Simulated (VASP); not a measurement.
PbSe (zincblende): gaps by functional in VASP

```xyz
2
Lattice="0.0000 3.4232 3.4232 3.4232 0.0000 3.4232 3.4232 3.4232 0.0000" Properties=species:S:1:pos:R:3 pbc="T T T"
Pb    0.0000    0.0000    0.0000
Se    1.7116    1.7116    1.7116
```

All runs share this cell. Band v is the last that the valence electrons fill when counted band by band, and c is the next. A negative gap between them is a band overlap, as in a metal.

Problem. Rank these levels of theory by the band gap that they give, smallest first.
A. PBE
B. LDA
C. r²SCAN
D. PBEsol
E. PBE with spin–orbit coupling

Solution. B (0.45 eV), E (0.47 eV), D (0.54 eV), A (0.62 eV), C (0.79 eV).
